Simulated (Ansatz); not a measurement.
# C: the cost of one run

Method: DFT PBE, scalar-relativistic, plane waves, PAW, in Ansatz 0.2.0.

A COD entry behind a cell of this session may itself be a prediction, so a difference from it is no test against experiment.

17 further runs of the same task are left out: 17 set aside as unsound or not needed.

### 1 The structure to begin with

It takes space group P1 (No. 1, triclinic). The conventional cell has a = 4.877 Å, b = 4.877 Å, c = 5.023 Å, α = 104.92°, β = 104.92°, γ = 118.00°. C (site symmetry 1) has 4 C at 1.54 to 1.57 Å as nearest neighbours. C (site symmetry 1) is surrounded by 4 C at 1.49 to 1.57 Å. Around C (site symmetry 1) lie 4 C at 1.51 to 1.54 Å. C (site symmetry 1) has 3 C at 1.54 Å as nearest neighbours. Only part of the 15 independent sites is listed.

As a file:

```
C
1.0
    -1.25579   -2.17509   -4.18032
    -1.25579   -2.17509    4.18032
    -2.51158    4.35019    0.00000
C
15
Cartesian
  -2.5116 1.4501 0.2622
  -2.5116 -2.9001 0.2622
  -3.7674 -0.7250 0.2622
  -3.7674 0.7250 -1.8279
  -2.5116 -1.4501 -1.8279
  -3.7674 0.7250 2.3524
  -2.5116 -1.4501 2.3524
  -1.2558 -0.7250 1.8279
  -2.5116 1.4501 1.8279
  -1.2558 -0.7250 -2.3524
  -2.5116 1.4501 -2.3524
  -3.7674 0.7250 -0.2622
  -2.6686 -1.5407 -0.3278
  -2.5116 2.9001 -0.2622
  -1.2558 0.7250 -0.2622
```

### 2 What is varied

Atoms count from 1 in the order of the input.

An atom moved over a plane that holds its own site and a neighbouring vacancy.

The axes are (1) path of C13 from its site (0) to the vacancy (1), 1.542 Å: 11 values from −0.125 to 1.125; (2) shift of C13 across the path, along a normal: 9 values from −0.500 Å.

Nothing else is relaxed (all other atoms held at the sites of the perfect crystal). Points are written as (first, second).

### 3 Grid point (0.125, −0.500 Å)

Input file input.yaml:

```yaml
crystal:
  lattice:
    - [-1.2557909805, -2.1750937819, -4.180323699]
    - [-1.2557909805, -2.1750937819, 4.180323699]
    - [-2.5115819609, 4.3501875638, 0.0]
  atoms:
    - { symbol: C, position: [0.3019679266, 0.36469874, 0.6666666667] }
    - { symbol: C, position: [0.8019679266, 0.86469874, 0.1666666667] }
    - { symbol: C, position: [0.8019679266, 0.86469874, 0.6666666667] }
    - { symbol: C, position: [0.88530126, 0.4480320734, 0.8333333333] }
    - { symbol: C, position: [0.88530126, 0.4480320734, 0.3333333333] }
    - { symbol: C, position: [0.38530126, 0.9480320734, 0.8333333333] }
    - { symbol: C, position: [0.38530126, 0.9480320734, 0.3333333333] }
    - { symbol: C, position: [0.11469874, 0.5519679266, 0.1666666667] }
    - { symbol: C, position: [0.11469874, 0.5519679266, 0.6666666667] }
    - { symbol: C, position: [0.61469874, 0.0519679266, 0.1666666667] }
    - { symbol: C, position: [0.61469874, 0.0519679266, 0.6666666667] }
    - { symbol: C, position: [0.6980320734, 0.63530126, 0.8333333333] }
    - { symbol: C, position: [0.6398213496, 0.6498644923, 0.4081845073] }
    - { symbol: C, position: [0.1980320734, 0.13530126, 0.8333333333] }
    - { symbol: C, position: [0.1980320734, 0.13530126, 0.3333333333] }
basis:
  ecutwfc: 420
kpoints:
  mp_grid: { grid: [6, 6, 6] }
hamiltonian:
  xc: pbe
  pseudopotentials: { kind: paw, azcp: { folder: soft_1 } }
scf:
  occupations: { method: gaussian, width: 0.05 }
output:
  forces: true
  stress: true
  eigenvalues: true
  write_density: true
  write_potential: true
  elf: true
  volumetric_format: npy
```

Launch:

```bash
ansatz run input.yaml --threads 4 --pin off --max-ram 8192MiB --backend cpu --events-out ev --progress --plain --runs-dir out
```

What time and memory should one allow on 4 threads of Intel Xeon 6975P-C (Granite Rapids), shared host?

About 7.8 s, with a peak of 0.68 GiB.
